**Why the gap of zincblende BAs is indirect, and why its valley stops short of X**

The naive picture of a III–V compound is a mirror. Bonding levels fall as the wave vector leaves the zone centre Γ, antibonding levels rise, and the gap is direct at Γ. In this r2SCAN band structure of boron arsenide only the first half holds. The valence top is at Γ, but the lowest empty level falls by 2.00 eV between rows 1 and 4. The least gap, 1.391 eV, joins Γ to a point about 0.8 of the way to X, while the vertical gap at Γ is 3.419 eV.

Kohn–Sham levels of zincblende BAs along Γ–X–U, K–Γ–L–W–X, computed with Ansatz 0.2.0 using r2SCAN, plane waves and PAW, scalar-relativistic and without spin polarisation, at fixed geometry. The wave cutoff is 500 eV, the k mesh for the density 10×10×10, and the Gaussian smearing 0.02 eV.

| row | band distance (1/Å) | level b3 from the Fermi level (eV) | level b2 from the Fermi level (eV) | level b1 from the Fermi level (eV) | level a1 from the Fermi level (eV) | level a2 from the Fermi level (eV) |
| --- | --- | --- | --- | --- | --- | --- |
| 1 | 0.000 | -0.695 | -0.695 | -0.695 | 2.724 | 2.724 |
| 2 | 0.373 | -2.606 | -2.146 | -2.146 | 1.936 | 4.694 |
| 3 | 0.747 | -5.848 | -3.866 | -3.866 | 0.971 | 3.525 |
| 4 | 1.120 | -8.910 | -4.802 | -4.802 | 0.721 | 1.529 |
| 5 | 1.373 | -9.636 | -5.007 | -4.908 | 0.979 | 1.122 |
| 6 | 1.505 | -9.567 | -5.564 | -4.806 | 1.092 | 2.038 |
| 7 | 1.637 | -9.440 | -6.267 | -4.604 | 1.297 | 3.509 |
| 8 | 1.768 | -9.262 | -6.776 | -4.310 | 1.594 | 5.229 |
| 9 | 2.066 | -8.465 | -6.605 | -3.370 | 2.525 | 6.801 |
| 10 | 2.461 | -6.062 | -4.589 | -1.886 | 3.527 | 4.432 |
| 11 | 2.857 | -2.594 | -1.879 | -0.897 | 3.043 | 3.146 |
| 12 | 3.235 | -0.935 | -0.741 | -0.741 | 2.784 | 2.784 |
| 13 | 3.558 | -4.074 | -1.480 | -1.480 | 2.760 | 3.746 |
| 14 | 3.882 | -7.437 | -2.233 | -2.233 | 2.360 | 4.369 |
| 15 | 4.205 | -9.663 | -2.584 | -2.584 | 2.158 | 4.352 |
| 16 | 4.484 | -9.690 | -3.433 | -2.849 | 2.765 | 4.185 |
| 17 | 4.748 | -9.315 | -5.411 | -3.868 | 3.597 | 4.315 |
| 18 | 5.012 | -9.096 | -6.522 | -5.244 | 4.382 | 5.267 |
| 19 | 5.256 | -9.212 | -6.290 | -5.999 | 4.850 | 5.380 |
| 20 | 5.443 | -9.352 | -5.937 | -5.744 | 3.237 | 3.456 |
| 21 | 5.630 | -9.539 | -5.349 | -5.279 | 1.759 | 1.874 |
| 22 | 5.816 | -9.640 | -4.941 | -4.938 | 0.975 | 1.055 |

**Reading the columns**

At each wave vector b1, b2 and b3 are the first, second and third levels below the Fermi level, and a1 and a2 the first two above it. They are sorted by energy, so a column can pass from one band to another. The zero lies in the middle of the gap, which puts the valence top at −0.695 eV. Band distance is the length travelled along the path: rows 1 to 4 run from Γ towards X, rows 5 to 8 from X to U, rows 9 to 11 from K (equivalent to U) towards Γ, and the later rows go on through L and W back towards X. Values quoted at X and L come from the same calculation.

**Two limits**

In one limit electrons sit in atomic s and p orbitals and hop only to the four bonded neighbours. In the other they are free waves with energy E0·q², where q = k + G is the wave vector plus a reciprocal lattice vector, in units of g = 2π/a. With the cube edge a = 4.809 Å, g is 1.3066 Å⁻¹. With C = ħ²/2m = 3.810 eV Å², the energy unit is E0 = C·g² = 6.50 eV. The empty levels of BAs take their course from the second limit, with its swings much reduced by the crystal potential.

The free-wave count runs as follows. At Γ the levels round the gap come from the eight waves (±1, ±1, ±1), all at 3E0. Going a fraction x of the way to X, four of them become (x − 1, ±1, ±1) with energy E0[(1 − x)² + 2], which reaches 2E0 at X. These four supply the valence pair b1, b2 and also a1 and a2, so filled and empty levels are carried down together. At L the matching group of six waves lies at 11/4 E0, between the other two.

The numbers show this order: a1 lies 1.634 eV above the valence top at X, 2.845 eV at L and 3.419 eV at Γ. The size is another matter. Free waves would lower every edge level by a full E0 between Γ and X, and the calculation gives less, above all for the empty levels.

**Why the valence pair falls faster than a1**

From Γ to X the valence pair drops 4.23 eV and a1 only 1.78 eV, so the vertical gap widens to 0.939 + 4.921 = 5.860 eV. First-order mixing suggests why. In a crystal of two like atoms, with a potential summed from spherical atoms, the only Fourier component that links waves within either group is the one for G = (2, 2, 0), called V8. Bond charge adds a (2, 2, 2) component at Γ, expected to be much weaker and left out here. At X it links the four waves in two pairs. For positive V8 each pair yields a standing wave with nodes at the atoms, at −V8, and one with its charge largest at the atoms, at +V8, so a gap of 2V8 opens at once.

At Γ the same component links the eight waves in two sets of four. Each set gives a triplet at −V8 and a singlet at +3V8 when V8 is positive. The two triplets are the valence top and the lowest empty level, and V8 leaves them equal, so with like atoms they are pushed apart mainly in higher order, which favours a smaller gap there. The calculation has this order, with the empty level at 2.724 eV threefold and a singlet at 4.160 eV. The singlet sits much closer than first order implies, so higher-order shifts are large, and the argument gives the sequence but not the sizes.

By their degeneracy the empty triplet is p-like and the singlet s-like, the order known from silicon. Direct-gap compounds such as GaAs have the reverse order, with the s-like singlet pulled down at Γ below the valleys at X and L. For a neighbouring compound this suggests a contest, not tested here: the free-wave drop towards X grows as 1/a², and a direct gap needs a singlet low enough to beat it.

**Why the minimum stops short of X**

The four waves (0, ±1, ±1) have no slope along Γ–X at X, so by themselves they would put the minimum at X. Symmetry lets a1 and a2, though not the valence pair, mix with the two lower waves (x, 0, 0) and (x − 2, 0, 0). One of these rises into X and the other falls, so a1 is expected to inherit a rising slope and a2 a falling one. Higher waves with a component along the axis, such as (±2, ±1, ±1) at X, are allowed to mix in as well, and their share of the slope is not separated here. With two like atoms the levels would cross at X; the difference between B and As opens a splitting Δ. At a distance κ short of X this gives

E± = Ē + Aκ² ± √[(vκ)² + (Δ/2)²],

where Ē is the mean of a1 and a2 at X, A the curvature of that mean and v the inherited slope.

The constants follow from two points only, X and row 4, which lies at κ = 2g/14 = 0.1867 Å⁻¹:

- At X, a1 = 0.939 and a2 = 1.018 eV, so Ē = 0.9785 and Δ/2 = 0.0395 eV.
- In row 4 the mean is (0.721 + 1.529)/2 = 1.125 eV and the half-difference is 0.404 eV.
- A = (1.125 − 0.9785)/0.1867² = 4.20 eV Å².
- v = √(0.404² − 0.0395²)/0.1867 = 2.15 eV Å.
- For vκ ≫ Δ/2 the lower level is Ē + Aκ² − vκ, least at κ = v/2A = 0.256 Å⁻¹, that is at 1 − 0.256/1.3066 = 0.80 of Γ–X.
- There E₋ = 0.9785 + 0.276 − 0.552 = 0.70 eV.

The calculation has 0.696 eV at 0.8 of the way, a point not used to fix the constants. The form degrades with distance: at row 3, also unused, it puts a1 too high by 0.119 eV and a2 too low by 0.021 eV. This is to be expected of a two-level form once the other bands from Γ come into play.

The constants make sense against the free limit. A is close to C, which means a mass along the axis of C/A = 0.91 electron masses, nearly free. The calculated levels round the minimum (0.731, 0.695 and 0.721 eV at equal steps) give a mass nearer 1.1, so the two-level form is slightly too stiff there. The slope of a pure (x, 0, 0) wave at X is 2Cg = 9.96 eV Å, and v is 0.22 of that. If the two lower waves carried all the slope, forward-running waves would outweigh backward-running ones in a1 by roughly a fifth of the state; with higher waves taking part, the ratio gives only the rough net wave vector along the axis, in units of g.

The two limits of Δ decide where the valley sits. For small κ the lower level curves as A − v²/Δ, so X is a local maximum while Δ is below v²/A = 1.1 eV and becomes the minimum above it. BAs has Δ = 0.079 eV and behaves almost like a one-element crystal, with the valley 1.634 − 1.391 = 0.243 eV below X. At equal v and A, a larger splitting would draw the valley in to X.

The small Δ should not be read as proof that B and As act alike. With like atoms b3 would reach X at finite slope and meet the band below it. Here its last two equal steps into X shrink from −0.522 to −0.213 eV, so b3 flattens as it does when a gap has opened. A guess, untested here, is that direct and indirect couplings cancel in the a1–a2 splitting. Charges do not settle the matter, since the Bader analysis makes B positive by 0.20 e and the Löwdin populations give it 3.56 electrons, more than its three.

**Leaving X sideways**

The step from X to U runs along (0, 1, 1). Two of the four waves are perpendicular to it and gain only E0/8 = 0.813 eV at U, and they form one filled and one empty level. Accordingly b1 rises 0.611 eV and a1 rises 0.655 eV from X to row 8. The other two waves shift in opposite senses and drive their levels apart, which is why b2 falls and a2 climbs steeply through rows 5 to 8.

The step from X to W runs along (0, 1, 0), and all four waves have a component along it. Both empty levels are then pushed up by the valence pair, and a1 reaches 4.850 eV in row 19 next to W, its highest value in the table. Second-order mixing with coupling 2Cg·κ across the gap Ē + 4.921 = 5.90 eV gives a curvature C + (2Cg)²/5.90 = 20.6 eV Å².

The difference between X and row 22 gives 16.5 eV Å² for a1, uncertain by about 0.5 from rounding, so the free estimate is a quarter too large relative to it. The matching mass is 0.23, roughly a fifth to a quarter of the mass along the axis. The valley is therefore long along Γ–X and narrow across it. This transverse value is taken at X over one finite step; at the minimum it may differ.

**Rows that look irregular**

The turn of a2 from 4.694 eV in row 2 to 3.525 eV in row 3 is a change of band. Near Γ the column follows a doublet split off from the triplet, which rises; further on it follows the singlet that descends to X. On the way to L the same happens to a1. In row 12 it is half of a doublet, equal to a2, and in row 13 it is a singlet at 2.760 eV with the doublet now above it.

The hump of a1 at row 10, higher than both Γ and K, has a counterpart in the free limit, though nearer Γ. There the column first follows waves that rise slightly from 3E0, until two waves that start at 4E0 come down and take it over. The five-component fit described below stays within 0.30 eV of a1 in rows 9 to 11, but it leaves rows 10 and 11 nearly level, about 0.3 eV above Γ, where row 10 of the table stands 0.8 eV above it. The wave picture accounts for there being a hump, not for its height or place. The equality b1 = b2 along Γ–X and Γ–L is imposed by the symmetry of those lines and is lifted in rows 5 to 11 and 16 to 22.

**How far the models reach**

Each limit was fitted by least squares to all five levels of all 22 rows, with one common energy shift. Bare free waves miss by 2.26 eV root mean square. Three Fourier components shared by both atoms bring this to 0.37 eV, and two more for the B–As difference to 0.22 eV. Of the three shared components only V8 stays nearly the same between the two fits; the others change greatly and carry no meaning singly.

Nearest-neighbour sp³ hopping with eight constants reaches 0.40 eV on the filled levels but 1.24 eV on the empty ones. It leaves a1 unchanged between rows 1 and 4 and flat from W to X, where the table has it fall by 3.87 eV. More orbitals or longer hops could mend this, so the comparison favours waves as the shorter description of the conduction edge, not as the only one.

The five-component fit has its own failures. It puts a2 too low by 1.04 eV near L (row 15), and it places the minimum at X with a splitting of 0.62 eV. Its gap of 1.40 eV matches the calculation only because its a1 near X is about 0.2 eV too low. A global fit of this quality cannot place a valley a quarter of an eV deep.

**What to do**

Read the gap from a fine scan near 0.8 of Γ–X. Taking X itself overstates it by 0.243 eV, and row 4 gives 1.416 eV. For transport, count six valleys on the cube axes, each with one heavy and two light directions. For optics, vertical transitions at Γ start about 2 eV above the least gap.

Treat 1.39 eV as a Kohn–Sham value. The measured indirect gap is roughly 1.8 eV (a rough recalled figure), and three omissions bear on the comparison. Spin-orbit coupling is absent, and would lower the gap slightly by raising the valence top; the lattice is static, and the cell is stretched, at −2.1 GPa for this functional. A relaxed cell would have a larger E0, which favours a stronger drop towards X, but the crystal potential would change too, so the sign of the effect on the gap is left open here. Spin-orbit coupling would widen the shortfall, not explain it. The likely main source of the shortfall is the functional, since semilocal ones commonly give gaps that are too small.

Do not carry the hole masses over unchanged. From the first step off Γ the doublet mass is 0.23 towards X and 0.54 towards L, a strong warping, although the summed curvature of the three levels agrees within rounding in both directions, as cubic symmetry demands of a trace. Spin-orbit coupling would split the triplet by roughly 0.2 eV (again recalled), comparable to the 0.05 to 0.24 eV that the levels cover in that step, and would reshape the bands where holes reside.
